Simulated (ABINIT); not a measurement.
# Ti (Im-3m) in ABINIT: settings compared

The runs below take Ti through equation of state, band structure, with PBEsol+D4, PBE.

Everything below comes from runs of ABINIT 10.8.3 (patched build). Logs are shortened: lines on timing, memory, paths and dates and some standing lists are left out, and cuts for length are marked. The log counts tension as positive stress, the text compression.

### Step 1. Starting point

Symmetry: Im-3m, No. 229, cubic system. The conventional cell has a = 3.282 Å, b = 3.282 Å, c = 3.282 Å, α = 90.00°, β = 90.00°, γ = 90.00°. Ti (site symmetry m-3m) is surrounded by 8 Ti at 2.84 Å.

This isn't the form of Ti at room conditions, which is hcp.

### Step 2. Equation of state, PBEsol+D4

run.py

```python
import json, os
import numpy as np
from ase.eos import EquationOfState
from ase.units import GPa
from ase.calculators.mixing import SumCalculator
from dftd4.ase import DFTD4
from ase.calculators.abinit import Abinit, AbinitProfile
from ase import Atoms

atoms = Atoms(['Ti'],
              cell=[[-1.641, 1.641, 1.641], [1.641, -1.641, 1.641], [1.641, 1.641, -1.641]],
              scaled_positions=[[0.0, 0.0, 0.0]],
              pbc=True)

profile = AbinitProfile(command='abinit', pp_paths=[os.path.abspath('pseudos')])
params = dict(
    pps='pawxml', xc='PBE',
    ecut=408.1708,
    pawecutdg=816.3416,
    kptopt=1,
    ngkpt=[11, 11, 11],
    nshiftk=1,
    shiftk=[0.0, 0.0, 0.0],
    ixc=-116133,
    nband=10,
    occopt=3,
    tsmear=0.05,
    nstep=100,
    tolvrs=1e-09,
    prtwf=0,
    prtden=0,
)

cell0 = atoms.cell.copy()
volumes, energies = [], []
for i, x in enumerate([0.94, 0.96, 0.98, 1.0, 1.02, 1.04, 1.06]):
    atoms.set_cell(cell0 * x ** (1 / 3), scale_atoms=True)
    atoms.calc = SumCalculator([Abinit(profile=profile, directory=f'v{i}', **params), DFTD4(method='pbesol')])
    volumes.append(atoms.get_volume() / len(atoms))
    dft, disp = atoms.calc.mixer.calcs
    energies.append((dft.get_property('free_energy', atoms) + disp.get_property('energy', atoms)) / len(atoms))
    print(f'{x:5.2f} {volumes[-1]:10.5f} A^3/atom {energies[-1]:14.6f} eV/atom', flush=True)
    json.dump(dict(volumes=volumes, energies=energies), open('results.json', 'w'))
v0, e0, b0 = EquationOfState(volumes, energies, eos='murnaghan').fit()
print(f'V0 {v0:.4f} A^3/atom  E0 {e0:.6f} eV/atom  B0 {b0 / GPa:.2f} GPa')
```

Potentials or basis: JTH PAW PBE v2.0.

Command:

```bash
> python run.py
```

The program printed:

```text
0.94   16.61551 A^3/atom   -1594.417108 eV/atom
 0.96   16.96903 A^3/atom   -1594.411375 eV/atom
 0.98   17.32255 A^3/atom   -1594.400817 eV/atom
 1.00   17.67607 A^3/atom   -1594.386126 eV/atom
 1.02   18.02959 A^3/atom   -1594.367532 eV/atom
 1.04   18.38311 A^3/atom   -1594.345610 eV/atom
 1.06   18.73664 A^3/atom   -1594.320324 eV/atom
V0 16.3987 A^3/atom  E0 -1594.418145 eV/atom  B0 116.41 GPa
```

abinit.in:

```text
ecut 408.1708 eV
ixc -116133
kptopt 1
natom 1
nband 10
ngkpt
11 11 11
nshiftk 1
nsppol 1
nstep 100
occopt 3
pawecutdg 816.3416 eV
prtden 0
prtwf 0
shiftk
0.0 0.0 0.0
tolvrs 1e-09
tsmear 0.05 eV
#Definition of the unit cell
acell
1.00000000000000 1.00000000000000 1.00000000000000 Angstrom
rprim
-1.67318464159486 1.67318464159486 1.67318464159486
1.67318464159486 -1.67318464159486 1.67318464159486
1.67318464159486 1.67318464159486 -1.67318464159486
chkprim 0 # Allow non-primitive cells
#Definition of the atom types
ntypat 1
znucl 22
#Enumerate different atomic species
typat
 1
pseudos "./pseudos/Ti.GGA_PBE-JTH.xml"
#Definition of the atoms
xcart
0.00000000000000 0.00000000000000 0.00000000000000
chkexit 1 # abinit.exit file in the running directory terminates after the current SCF
```

abinit.abo:

```text
.Version 10.8.3 of ABINIT
 Symmetries : space group Im -3 m (#229); Bravais cI (body-center cubic)
================================================================================
 Values of the parameters that define the memory need of the present run
     intxc =       0    ionmov =       0      iscf =      17    lmnmax =      18
     lnmax =       6     mgfft =      20  mpssoang =       3    mqgrid =    3001
     natom =       1  nloc_mem =       2    nspden =       1   nspinor =       1
    nsppol =       1      nsym =      48    n1xccc =       1    ntypat =       1
    occopt =       3   xclevel =       2
       mpw =         370          nfft =        8000          nkpt =          56
 PAW method is used; the additional fine FFT grid is defined by:
   mgfftf=        30    nfftf =     27000
================================================================================
================================================================================

--------------------------------------------------------------------------------
------------- Echo of variables that govern the present computation ------------
--------------------------------------------------------------------------------
 -outvars: echo values of preprocessed input variables --------
            acell      1.8897261259E+00  1.8897261259E+00  1.8897261259E+00 Bohr
              amu      4.78800000E+01
          chkexit           1
          chkprim           0
             ecut      1.50000002E+01 Hartree
                       outvar_i_n : Printing only first  50 k-points.
              ixc     -116133
                       outvar_i_n : Printing only first  50 k-points.
         kptrlatt       11    0    0      0   11    0      0    0   11
          kptrlen      6.02415378E+01
            natom           1
            nband          10
            ngfft          20      20      20
          ngfftdg          30      30      30
             nkpt          56
            nstep         100
             nsym          48
           ntypat           1
                       prtocc : prtvol=0, do not print more k-points.
           occopt           3
        pawecutdg      3.00000005E+01 Hartree
         pawxcdev           0
           prtden           0
            prtwf           0
            rprim     -1.6731846416E+00  1.6731846416E+00  1.6731846416E+00
                       1.6731846416E+00 -1.6731846416E+00  1.6731846416E+00
                       1.6731846416E+00  1.6731846416E+00 -1.6731846416E+00
          spgroup         229
           tolvrs      1.00000000E-09
           tsmear      1.83746611E-03 Hartree
            typat      1
           useylm           1
                       outvars : Printing only first  50 k-points.
            znucl       22.00000

================================================================================

 chkinp: Checking input parameters for consistency.

================================================================================
== DATASET  1 ==================================================================

--- !DatasetInfo
iteration_state: {dtset: 1, }
dimensions: {natom: 1, nkpt: 56, mband: 10, nsppol: 1, nspinor: 1, nspden: 1, mpw: 370, }
cutoff_energies: {ecut:  15.0, pawecutdg:  30.0, }
electrons: {nelect:   1.20000000E+01, charge:   0.00000000E+00, occopt:   3.00000000E+00, tsmear:   1.83746611E-03, }
meta: {optdriver: 0, ionmov: 0, optcell: 0, iscf: 17, paral_kgb: 0, }
...

 Real(R)+Recip(G) space primitive vectors, cartesian coordinates (Bohr,Bohr^-1):
 R(1)= -3.1618607  3.1618607  3.1618607  G(1)=  0.0000000  0.1581347  0.1581347
 R(2)=  3.1618607 -3.1618607  3.1618607  G(2)=  0.1581347  0.0000000  0.1581347
 R(3)=  3.1618607  3.1618607 -3.1618607  G(3)=  0.1581347  0.1581347  0.0000000
 Unit cell volume ucvol=  1.2644108E+02 bohr^3
 Angles (23,13,12)=  1.09471221E+02  1.09471221E+02  1.09471221E+02 degrees

 Coarse grid specifications (used for wave-functions):

 getcut: wavevector=  0.0000  0.0000  0.0000  ngfft=  20  20  20
         ecut(hartree)=     15.000   => boxcut(ratio)=   2.09990

[... 55 lines left out ...]
- [  3.1618607,  -3.1618607,   3.1618607, ]
- [  3.1618607,   3.1618607,  -3.1618607, ]
lattice_lengths: [   5.47650,    5.47650,    5.47650, ]
lattice_angles: [109.471, 109.471, 109.471, ] # degrees, (23, 13, 12)
lattice_volume:   1.2644108E+02
convergence: {deltae:  1.187E-11, res2:  2.528E-10, residm:  8.239E-06, diffor: null, }
etotal    :  -5.85861799E+01
entropy   :   0.00000000E+00
fermie    :   2.42569457E-01
cartesian_stress_tensor: # hartree/bohr^3
- [  3.80712851E-04,   0.00000000E+00,   0.00000000E+00, ]
- [  0.00000000E+00,   3.80712851E-04,   0.00000000E+00, ]
- [  0.00000000E+00,   0.00000000E+00,   3.80712851E-04, ]
pressure_GPa:  -1.1201E+01
xred      :
- [  0.0000E+00,   0.0000E+00,   0.0000E+00, Ti]
cartesian_forces: # hartree/bohr
- [ -0.00000000E+00,  -0.00000000E+00,  -0.00000000E+00, ]
force_length_stats: {min:   0.00000000E+00, max:   0.00000000E+00, mean:   0.00000000E+00, }
...

 Integrated electronic density in atomic spheres:
 ------------------------------------------------
 Atom  Sphere_radius  Integrated_density
    1        2.30803         10.09430826

================================================================================

 ----iterations are completed or convergence reached----

 Mean square residual over all n,k,spin=   16.111E-09; max=  82.393E-07
 reduced coordinates (array xred) for    1 atoms
       0.000000000000      0.000000000000      0.000000000000
 rms dE/dt=  0.0000E+00; max dE/dt=  0.0000E+00; dE/dt below (all hartree)
    1       0.000000000000      0.000000000000      0.000000000000

 cartesian coordinates (angstrom) at end:
    1      0.00000000000000     0.00000000000000     0.00000000000000

 cartesian forces (hartree/bohr) at end:
    1     -0.00000000000000    -0.00000000000000    -0.00000000000000
 frms,max,avg= 0.0000000E+00 0.0000000E+00   0.000E+00  0.000E+00  0.000E+00 h/b

 cartesian forces (eV/Angstrom) at end:
    1     -0.00000000000000    -0.00000000000000    -0.00000000000000
 frms,max,avg= 0.0000000E+00 0.0000000E+00   0.000E+00  0.000E+00  0.000E+00 e/A
 length scales=  1.889726125908  1.889726125908  1.889726125908 bohr
              =  1.000000000000  1.000000000000  1.000000000000 angstroms
 Fermi (or HOMO) energy (hartree) =   0.24257   Average Vxc (hartree)=  -0.39737
 Eigenvalues (hartree) for nkpt=  56  k points:
 kpt#   1, nband= 10, wtk=  0.00075, kpt=  0.0000  0.0000  0.0000 (reduced coord)
  -1.83048   -0.94990   -0.94990   -0.94990    0.03014    0.27647    0.27647    0.27647
   0.33590    0.33590
      occupation numbers for kpt#   1
   2.00000    2.00000    2.00000    2.00000    2.00000    0.00000    0.00000    0.00000
   0.00000    0.00000
 prteigrs : prtvol=0 or 1, do not print more k-points.

--- !EnergyTerms
iteration_state     : {dtset: 1, }
comment             : Components of total free energy in Hartree
kinetic             :  7.67043631904647E+00
hartree             :  1.19776349502270E+01
xc                  : -3.17952470167982E+00
Ewald energy        : -4.14352229086797E+01
psp_core            :  2.41967544239500E+00
local_psp           : -3.58633106753922E+01
PAW spherical_terms : -1.74963110388187E-01
internal            : -5.85852746844715E+01
'-kT*entropy'       : -9.04088796800104E-04
total_energy        : -5.85861787732683E+01
total_energy_eV     : -1.59421113927550E+03
...

--- !EnergyTermsDC
iteration_state     : {dtset: 1, }
comment             : '"Double-counting" decomposition of free energy'
band_energy         : -8.62963694597479E+00
Ewald energy        : -4.14352229086797E+01
psp_core            :  2.41967544239500E+00
xc_dc               : -1.15919302457336E+01
PAW spherical_terms :  6.51838847982377E-01
internal            : -5.85852758100108E+01
'-kT*entropy'       : -9.04088796800104E-04
total_energy_dc     : -5.85861798988076E+01
total_energy_dc_eV  : -1.59421116990298E+03
...

--- !EnergyTermsWithPAWCore
iteration_state     : {dtset: 1, }
comment             : 'Components of total free energy, including PAW core contributions'
Total energy        : -8.52856814154262E+02
Total energy DC     : -8.52856815279801E+02
Total energy (eV)   : -2.32074161824684E+04
Total energy DC (eV): -2.32074162130959E+04
...

 Cartesian components of stress tensor (hartree/bohr^3)
  sigma(1 1)=  3.80712851E-04  sigma(3 2)=  0.00000000E+00
  sigma(2 2)=  3.80712851E-04  sigma(3 1)=  0.00000000E+00
  sigma(3 3)=  3.80712851E-04  sigma(2 1)=  0.00000000E+00

-Cartesian components of stress tensor (GPa)         [Pressure= -1.1201E+01 GPa]
- sigma(1 1)=  1.12009588E+01  sigma(3 2)=  0.00000000E+00
- sigma(2 2)=  1.12009588E+01  sigma(3 1)=  0.00000000E+00
- sigma(3 3)=  1.12009588E+01  sigma(2 1)=  0.00000000E+00

== END DATASET(S) ==============================================================
================================================================================

 -outvars: echo values of variables after computation  --------
            acell      1.8897261259E+00  1.8897261259E+00  1.8897261259E+00 Bohr
           etotal     -5.8586179899E+01
            fcart     -0.0000000000E+00 -0.0000000000E+00 -0.0000000000E+00
            rprim     -1.6731846416E+00  1.6731846416E+00  1.6731846416E+00
                       1.6731846416E+00 -1.6731846416E+00  1.6731846416E+00
                       1.6731846416E+00  1.6731846416E+00 -1.6731846416E+00
           strten      3.8071285099E-04  3.8071285099E-04  3.8071285099E-04
                       0.0000000000E+00  0.0000000000E+00  0.0000000000E+00
 Calculation completed.
```

It took 86 s on 1 thread of Arm Neoverse N1, shared host; peak memory 0.11 GiB.

Results:

- Equilibrium volume: 16.40 Å³/atom (rough: see the caveat)
- Bulk modulus: 115 GPa (rough)

Energy against volume, from the lowest point:
```csv
volume (Å³/atom),energy (meV/atom)
16.616,0.00
16.969,5.73
17.323,16.29
17.676,30.98
18.030,49.58
18.383,71.50
18.737,96.78
```

Caveat: pressures at fixed basis lie under the slope of the energies; the minimum lies outside the volumes run; the log and the count of SCF iterations are those of the last ABINIT call alone; the PAW data sets were made with another functional, which shifts forces and pressure a little.

(Part 1 of 2 ends here.)
